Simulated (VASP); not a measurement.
# C (Fd-3m) in VASP: settings compared

Aim: see how the results for C move with the level of theory and the settings. Levels: r2SCAN+rVV10, LDA, PBE. Tasks: relaxation of cell and atoms.

All numbers are computed with VASP 6.6.1; they aren't measurements. Logs are shortened: lines on timing, memory, paths and dates and some standing lists are left out, and cuts for length are marked.

## 1. Starting point

The structure is cubic, space group Fd-3m (No. 227). Conventional cell: a = 3.559 Å, b = 3.559 Å, c = 3.559 Å, α = 90.00°, β = 90.00°, γ = 90.00°. Around C (site symmetry -43m) lie 4 C at 1.54 Å.

This isn't the form of C at room conditions, which is graphite.

## 2. Relaxation of cell and atoms, r2SCAN+rVV10

The input, INCAR:

```
SYSTEM = C
PREC = Accurate
ENCUT = 600
EDIFF = 1E-7
ISMEAR = 0
SIGMA = 0.03
LREAL = .False.
LASPH = .True.
NELM = 80
ALGO = Normal
ISIF = 3
LWAVE = .False.
LCHARG = .False.
METAGGA = R2SCAN
LMIXTAU = .True.
LUSE_VDW = .True.
IVDW_NL = 2
BPARAM = 11.95
CPARAM = 0.0093
IBRION = 2
NSW = 90
EDIFFG = -0.005
```

The input, KPOINTS:

```
regular mesh
0
Gamma
  14 14 14
  0 0 0
```

The input, POSCAR:

```
C                                       
1.0
   -0.0000000000      1.7793922130      1.7793922130
    1.7793922130      0.0000000000      1.7793922130
    1.7793922130      1.7793922130      0.0000000000
  C             
     2
Direct
     0.0000000000000000    0.0000000000000000    0.0000000000000000
     0.2500000000000000    0.2500000000000000    0.2500000000000000
```

Potentials or basis: VASP PAW PBE potentials, release 64 (C).

Started as:

```bash
$ cat potpaw_PBE.64/C/POTCAR > POTCAR
$ mpirun -np 1 vasp_std > vasp.out
```

OUTCAR:

```text
SYSTEM = C
   PREC = Accurate
   ENCUT = 600
   EDIFF = 1E-7
   ISMEAR = 0
   LREAL = .False.
   LASPH = .True.
   NELM = 80
   ISIF = 3
   METAGGA = R2SCAN
   IVDW_NL = 2
   BPARAM = 11.95
   IBRION = 2
   NSW = 90
   EDIFFG = -0.005

 ion  position               nearest neighbor table
   1  0.000  0.000  0.000-   2 1.54   2 1.54   2 1.54   2 1.54
   2  0.250  0.250  0.250-   1 1.54   1 1.54   1 1.54   1 1.54

  LATTYP: Found a face centered cubic cell.
 ALAT       =     3.5587844260

  Lattice vectors:

 A1 = (   0.0000000000,   1.7793922130,   1.7793922130)
 A2 = (   1.7793922130,   0.0000000000,   1.7793922130)
 A3 = (   1.7793922130,   1.7793922130,   0.0000000000)

Analysis of symmetry for initial positions (statically):
=====================================================================
 Subroutine PRICEL returns:
 Original cell was already a primitive cell.

 Routine SETGRP: Setting up the symmetry group for a
 face centered cubic supercell.

 Subroutine GETGRP returns: Found 48 space group operations
 (whereof 24 operations were pure point group operations)
 out of a pool of 48 trial point group operations.

The static configuration has the point symmetry T_d .
 The point group associated with its full space group is O_h .

Analysis of symmetry for dynamics (positions and initial velocities):
=====================================================================
 Subroutine PRICEL returns:
 Original cell was already a primitive cell.

 Routine SETGRP: Setting up the symmetry group for a
 face centered cubic supercell.

 Subroutine GETGRP returns: Found 48 space group operations
 (whereof 24 operations were pure point group operations)
 out of a pool of 48 trial point group operations.

The dynamic configuration has the point symmetry T_d .
 The point group associated with its full space group is O_h .

 Subroutine INISYM returns: Found 48 space group operations
 (whereof 24 operations are pure point group operations),
 and found     1 'primitive' translations

----------------------------------------------------------------------------------------

                                     Primitive cell

  volume of cell :      11.2680

  direct lattice vectors                    reciprocal lattice vectors
     0.000000000  1.779392213  1.779392213    -0.280994823  0.280994823  0.280994823
     1.779392213  0.000000000  1.779392213     0.280994823 -0.280994823  0.280994823
     1.779392213  1.779392213  0.000000000     0.280994823  0.280994823 -0.280994823

  length of vectors
     2.516440600  2.516440600  2.516440600     0.486697310  0.486697310  0.486697310

  position of ions in fractional coordinates (direct lattice)
     0.000000000  0.000000000  0.000000000
     0.250000000  0.250000000  0.250000000

  ion indices of the primitive-cell ions
   primitive index   ion index
                 1           1
                 2           2

----------------------------------------------------------------------------------------

 KPOINTS: regular mesh

Automatic generation of k-mesh.
 Grid dimensions read from file:
 generate k-points for:   14   14   14

 Generating k-lattice:

  Cartesian coordinates                     Fractional coordinates (reciprocal lattice)
    -0.020071059  0.020071059  0.020071059     0.071428571  0.000000000  0.000000000
     0.020071059 -0.020071059  0.020071059     0.000000000  0.071428571  0.000000000
     0.020071059  0.020071059 -0.020071059     0.000000000  0.000000000  0.071428571

  Length of vectors
     0.034764094  0.034764094  0.034764094

  Shift w.r.t. Gamma in fractional coordinates (k-lattice)
     0.000000000  0.000000000  0.000000000

 Subroutine IBZKPT returns following result:
 ===========================================

 Found    104 irreducible k-points:

 Following reciprocal coordinates:
            Coordinates               Weight
  0.000000  0.000000  0.000000      1.000000
  0.071429  0.000000  0.000000      8.000000
  0.142857  0.000000  0.000000      8.000000
  0.214286  0.000000  0.000000      8.000000
  0.285714  0.000000  0.000000      8.000000
  0.357143  0.000000  0.000000      8.000000
[... 16 lines left out ...]
  0.214286  0.142857  0.000000     24.000000
  0.285714  0.142857  0.000000     24.000000
 [... further k-points ...]
   k-points           NKPTS =    104   k-points in BZ     NKDIM =    104   number of bands    NBANDS=      8
   number of dos      NEDOS =    301   number of ions     NIONS =      2
   total plane-waves  NPLWV =   8000
   dimension x,y,z NGX =    20 NGY =   20 NGZ =   20
   dimension x,y,z NGXF=    40 NGYF=   40 NGZF=   40
   ions per type =               2
   NGX,Y,Z   is equivalent  to a cutoff of  13.21, 13.21, 13.21 a.u.
   NGXF,Y,Z  is equivalent  to a cutoff of  26.43, 26.43, 26.43 a.u.
 SYSTEM =  C
   PREC   = accura    normal or accurate (medium, high low for compatibility)
   ISTART =      0    job   : 0-new  1-cont  2-samecut
   ICHARG =      2    charge: 1-file 2-atom 10-const
   ISPIN  =      1    spin polarized calculation?
   LNONCOLLINEAR =      F non collinear calculations
   LSORBIT =      F    spin-orbit coupling
   LASPH  =      T    aspherical Exc in radial PAW
   ENCUT  =  600.0 eV  44.10 Ry    6.64 a.u.   5.03  5.03  5.03*2*pi/ulx,y,z
   NELM   =     80;   NELMIN=  2; NELMDL= -5     # of ELM steps
   EDIFF  = 0.1E-06   stopping-criterion for ELM
   LREAL  =      F    real-space projection
   EDIFFG = -.5E-02   stopping-criterion for IOM
   NSW    =     90    number of steps for IOM
   IBRION =      2    ionic relax: 0-MD 1-quasi-New 2-CG
   NFREE  =      1    steps in history (QN), initial steepest desc. (CG)
   ISIF   =      3    stress and relaxation
   ISYM   =      2    0-nonsym 1-usesym 2-fastsym
   POTIM  = 0.5000    time-step for ionic-motion
   TEBEG  =    0.0;   TEEND  =   0.0 temperature during run
   PSTRESS=    0.0 pullay stress
   NELECT =       8.0000    total number of electrons
   NUPDOWN=      -1.0000    fix difference up-down
   EMIN   =  10.00;   EMAX   =-10.00  energy-range for DOS
   EFERMI =   0.00;   METHOD = LEGACY
   ISMEAR =     0;   SIGMA  =   0.03  broadening in eV -4-tet -1-fermi 0-gaus
   EFERMI_NEDOS =   21; number of points for ismear=-14 and -15
   IALGO  =     38    algorithm
   IMIX   =      4    mixing-type and parameters
     AMIX     =   0.40;   BMIX     =  1.00
     AMIX_MAG =   1.60;   BMIX_MAG =  1.00
  volume/ion in A,a.u.               =       5.63        38.02
  Fermi-wavevector in a.u.,A,eV,Ry     =   1.460460  2.759870 29.020476  2.132945
  Thomas-Fermi vector in A             =   2.576907
   LORBIT       =      0    0 simple, 1 ext, 2 COOP (PROOUT), +10 PAW based schemes
   METAGGA = R2SCAN    functional components
   LHFCALC =     F    Hartree Fock is set to
   AEXX    =    0.0000 exact exchange contribution
   IVDW_NL    =     2    kernel type
   BPARAM     =11.9500
   IVDW    =     0    specifies the selected vdW correction
   LEPSILON=     F    determine dielectric tensor
   LRPA    =     F    only Hartree local field effects (RPA)
 conjugate gradient relaxation of ions
 non-spin polarized calculation
 Gauss-broadening in eV      SIGMA  =   0.03
  energy-cutoff  :      600.00
  volume of cell :       11.27
 maximum number of plane-waves:       388
   NGX =  9   NGY =  9   NGZ =  9

 number of electron       7.9999999 magnetization

 Free energy of the ion-electron system (eV)
  ---------------------------------------------------
  ext. energy  EPLUGINS =         0.00000000
  ---------------------------------------------------
  free energy    TOTEN  =       -19.58782539 eV

  energy without entropy =      -19.58782539  energy(sigma->0) =      -19.58782539

 E-fermi :   9.9527     XC(G=0): -14.3264

 val. band max:        9.8153921586   @ k =   0.0000   0.0000   0.0000
 cond. band min:      14.1223621331   @ k =   0.3571   0.3571   0.0000
 fundamental gap:      4.3069699745
 Fermi energy:         9.9526808536

 k-point     1 :       0.0000    0.0000    0.0000
  band No.  band energies     occupation
      1     -12.9890      2.00000
      2       9.8154      2.00000
      3       9.8154      2.00000
      4       9.8154      2.00000
      5      15.6624      0.00000
      6      15.6624      0.00000
      7      15.6624      0.00000
      8      23.7854      0.00000

 k-point     2 :       0.0714    0.0000    0.0000
  band No.  band energies     occupation
      1     -12.8408      2.00000
      2       8.8049      2.00000
      3       9.5530      2.00000
      4       9.5530      2.00000
      5      16.0057      0.00000
      6      16.0057      0.00000
      7      16.2674      0.00000
      8      23.9307      0.00000

 k-point     3 :       0.1429    0.0000    0.0000
  band No.  band energies     occupation
      1     -12.3969      2.00000
      2       6.6132      2.00000
      3       8.9448      2.00000
      4       8.9448      2.00000
      5      16.8076      0.00000
      6      16.8076      0.00000
      7      17.2913      0.00000
      8      24.3567      0.00000

 k-point     4 :       0.2143    0.0000    0.0000
  band No.  band energies     occupation
      1     -11.6623      2.00000
      2       4.0660      2.00000
      3       8.2609      2.00000
      4       8.2609      2.00000
      5      17.6662      0.00000
      6      17.6662      0.00000
      7      18.0765      0.00000
      8      24.9914      0.00000

 k-point     5 :       0.2857    0.0000    0.0000
  band No.  band energies     occupation
      1     -10.6477      2.00000
      2       1.4866      2.00000
      3       7.6552      2.00000
      4       7.6552      2.00000
      5      18.2909      0.00000
      6      18.2909      0.00000
      7      18.5613      0.00000
      8      25.6700      0.00000
[... 177 lines left out ...]
 k-point    22 :       0.1429    0.1429    0.0000
  band No.  band energies     occupation
      1     -12.1997      2.00000
      2       7.5744      2.00000
      3       7.5744      2.00000
      4       7.9685      2.00000
      5      15.1170      0.00000
      6      18.6062      0.00000
      7      18.6062      0.00000
      8      23.6068      0.00000

 k-point    23 :       0.2143    0.1429    0.0000
  band No.  band energies     occupation
      1     -11.6605      2.00000
      2       5.7215      2.00000
      3       6.8440      2.00000
      4       7.6191      2.00000
      5      15.2983      0.00000
      6      19.6341      0.00000
      7      19.6796      0.00000
      8      23.0974      0.00000

 k-point    24 :       0.2857    0.1429    0.0000
  band No.  band energies     occupation
      1     -10.8355      2.00000
      2       3.3688      2.00000
      3       6.2673      2.00000
      4       7.0183      2.00000
      5      16.0158      0.00000
      6      20.3448      0.00000
      7      20.4843      0.00000
      8      22.8592      0.00000

 [... further k-points ...]

------------------------ aborting loop because EDIFF is reached ----------------------------------------

  FORCE on cell =-STRESS in cart. coord.  units (eV):
  Direction    XX          YY          ZZ          XY          YZ          ZX
  --------------------------------------------------------------------------------------
  -------------------------------------------------------------------------------------
  Total        0.0015893      0.0015893      0.0015893     -0.0000000      0.0000000      0.0000000
  in kB        0.2259797      0.2259797      0.2259797     -0.0000000      0.0000000      0.0000000
  external PRESSURE =       0.2259797 kB  Pullay stress =       0.0000000 kB

 VOLUME and BASIS-vectors are now :
 -----------------------------------------------------------------------------
  energy-cutoff  :      600.00
  volume of cell :       11.27
      direct lattice vectors                 reciprocal lattice vectors
     0.000000000  1.779392213  1.779392213    -0.280994823  0.280994823  0.280994823
     1.779392213  0.000000000  1.779392213     0.280994823 -0.280994823  0.280994823
     1.779392213  1.779392213  0.000000000     0.280994823  0.280994823 -0.280994823

 POSITION                                       TOTAL-FORCE (eV/Angst)
 -----------------------------------------------------------------------------------
      0.00000      0.00000      0.00000         0.000000     -0.000000     -0.000000
      0.88970      0.88970      0.88970        -0.000000      0.000000      0.000000
 -----------------------------------------------------------------------------------
    total drift:                                0.000000      0.000000      0.000000

  FREE ENERGIE OF THE ION-ELECTRON SYSTEM (eV)
  ---------------------------------------------------
  free  energy   TOTEN  =       -19.5878253925 eV

  energy  without entropy=      -19.5878253925  energy(sigma->0) =      -19.58782539

 reached required accuracy - stopping structural energy minimisation
```

It took 97 s on 1 thread of Intel Xeon Platinum 8259CL at 2.50GHz (Skylake/Cascade Lake), shared host; peak memory 0.17 GiB.

Results:

| Quantity | Value |
| --- | --- |
| Free energy | -19.5878 eV |
| Pressure after relaxing | 0.0 GPa |
| Band gap on the k mesh | 4.31 eV, indirect (least direct gap 5.85 eV) |

Final structure:
```
C
1.0
     0.00000    1.77939    1.77939
     1.77939    0.00000    1.77939
     1.77939    1.77939    0.00000
C
2
Direct
  0.00000 0.00000 0.00000
  0.25000 0.25000 0.25000
```

Caveat: the relaxation stopped at its first step, so nothing moved; the PAW data sets were made with another functional, which shifts forces and pressure a little.

## 3. Relaxation of cell and atoms, LDA

This run uses another cell than the first one, of 5.67 Å³/atom, 1.007 times its volume.

The input, INCAR:

```
ALGO = Normal
EDIFF = 1E-6
EDIFFG = -0.01
ENCUT = 600
IBRION = 2
ISIF = 3
ISMEAR = 0
LASPH = T
LCHARG = F
LREAL = F
LWAVE = F
NELM = 80
NSW = 90
PREC = Accurate
SIGMA = 0.03
```

The input, KPOINTS:

```
k-points
0
Gamma
  14 14 14
```

The input, POSCAR:

```
C
1.0
    0.0000000000      1.7833700000      1.7833700000
    1.7833700000      0.0000000000      1.7833700000
    1.7833700000      1.7833700000      0.0000000000
C
2
Direct
    0.0000000000      0.0000000000      0.0000000000
    0.2500000000      0.2500000000      0.2500000000
```

Potentials or basis: VASP PAW LDA potentials, release 64 (C).

Started as:

```bash
$ cat potpaw_LDA.64/C/POTCAR > POTCAR
$ mpirun -np 1 vasp_std > vasp.out
```

OUTCAR:

```text
EDIFF = 1E-6
   EDIFFG = -0.01
   ENCUT = 600
   IBRION = 2
   ISIF = 3
   ISMEAR = 0
   LASPH = T
   LREAL = F
   NELM = 80
   NSW = 90
   PREC = Accurate

 ion  position               nearest neighbor table
   1  0.000  0.000  0.000-   2 1.54   2 1.54   2 1.54   2 1.54
   2  0.250  0.250  0.250-   1 1.54   1 1.54   1 1.54   1 1.54

  LATTYP: Found a face centered cubic cell.
 ALAT       =     3.5667400000

  Lattice vectors:

 A1 = (   0.0000000000,   1.7833700000,   1.7833700000)
 A2 = (   1.7833700000,   0.0000000000,   1.7833700000)
 A3 = (   1.7833700000,   1.7833700000,   0.0000000000)

Analysis of symmetry for initial positions (statically):
=====================================================================
 Subroutine PRICEL returns:
 Original cell was already a primitive cell.

 Routine SETGRP: Setting up the symmetry group for a
 face centered cubic supercell.

 Subroutine GETGRP returns: Found 48 space group operations
[... 181 lines left out ...]
      2       9.7219      2.00000
      3       9.7219      2.00000
      4       9.7219      2.00000
      5      15.2647      0.00000
      6      15.2647      0.00000
      7      15.2647      0.00000
      8      23.2778      0.00000
[... 324 lines left out ...]
--------------------------------------- Ionic step        3  -------------------------------------------

 number of electron       7.9999998 magnetization

 Free energy of the ion-electron system (eV)
  ---------------------------------------------------
  ext. energy  EPLUGINS =         0.00000000
  ---------------------------------------------------
  free energy    TOTEN  =       -20.25388045 eV

  energy without entropy =      -20.25388045  energy(sigma->0) =      -20.25388045

 E-fermi :  10.3700     XC(G=0): -13.6342

 val. band max:       10.1316143627   @ k =   0.0000   0.0000   0.0000
 cond. band min:      14.2977517182   @ k =   0.3571   0.3571   0.0000
 fundamental gap:      4.1661373555
 Fermi energy:        10.3700470731

 k-point     1 :       0.0000    0.0000    0.0000
  band No.  band energies     occupation
      1     -11.5591      2.00000
      2      10.1316      2.00000
      3      10.1316      2.00000
      4      10.1316      2.00000
      5      15.7526      0.00000
      6      15.7526      0.00000
      7      15.7526      0.00000
      8      24.3260      0.00000
[... 282 lines left out ...]
  FREE ENERGIE OF THE ION-ELECTRON SYSTEM (eV)
  ---------------------------------------------------
  free  energy   TOTEN  =       -20.2538804539 eV

  energy  without entropy=      -20.2538804539  energy(sigma->0) =      -20.25388045

 reached required accuracy - stopping structural energy minimisation
```

OSZICAR:

```text
N       E                     dE             d eps       ncg     rms          rms(c)
DAV:   1     0.717539778848E+00    0.71754E+00   -0.55841E+03  1688   0.111E+03
DAV:   2    -0.208989005473E+02   -0.21616E+02   -0.20841E+02  2624   0.123E+02
DAV:   3    -0.210417331547E+02   -0.14283E+00   -0.14283E+00  1792   0.132E+01
[... 19 lines left out ...]
DAV:   2    -0.202556916214E+02    0.47171E-02   -0.43011E-03  1768   0.638E-01    0.297E-01
DAV:   3    -0.202538985078E+02    0.17931E-02   -0.40165E-03  1792   0.495E-01    0.398E-02
DAV:   4    -0.202538890062E+02    0.95016E-05   -0.10310E-05  1664   0.443E-02    0.291E-02
DAV:   5    -0.202538804501E+02    0.85561E-05   -0.13408E-06  1856   0.165E-02    0.207E-03
DAV:   6    -0.202538804539E+02   -0.38189E-08   -0.11301E-08   880   0.131E-03
   3 F= -.20253880E+02 E0= -.20253880E+02  d E =-.123420E-01
```

Run time: 21 s. Hardware: 1 thread of Intel Xeon Platinum 8259CL at 2.50GHz (Skylake/Cascade Lake), shared host; peak memory 0.11 GiB.

Results:

| Item | Value |
| --- | --- |
| Free energy | -20.2539 eV |
| Relaxed volume | 5.52 Å³/atom |
| Relaxed cell | a = 2.499 Å, b = 2.499 Å, c = 2.499 Å, α = 60.00°, β = 60.00°, γ = 60.00° |
| Space group after relaxing (to 0.05 Å) | Fd-3m (No. 227) |
| Energy gained by relaxing | 6.2 meV/atom |
| Ionic steps | 3 |
| Pressure after relaxing | -0.1 GPa |
| Band gap on the k mesh | 4.17 eV, indirect (least direct gap 5.62 eV) |

The path:
| step | energy change (eV) | largest force (eV/Å) | pressure (GPa) | volume (Å³) |
| --- | --- | --- | --- | --- |
| 1 | 0.0000 | 0.0000 | -12.37 | 11.34 |
| 2 | 0.0090 | 0.0000 | 17.94 | 10.64 |
| 3 | -0.0123 | 0.0000 | -0.11 | 11.03 |

Final structure:
```yaml
crystal:
  lattice:
    - [0.00000, 1.76696, 1.76696]
    - [1.76696, 0.00000, 1.76696]
    - [1.76696, 1.76696, 0.00000]
  atoms:
    - { symbol: C, position: [0.00000, 0.00000, 0.00000] }
    - { symbol: C, position: [0.25000, 0.25000, 0.25000] }
```

A k mesh can miss the band edges. LDA usually gives volumes a few per cent too small.

[end of part 1 of 3]
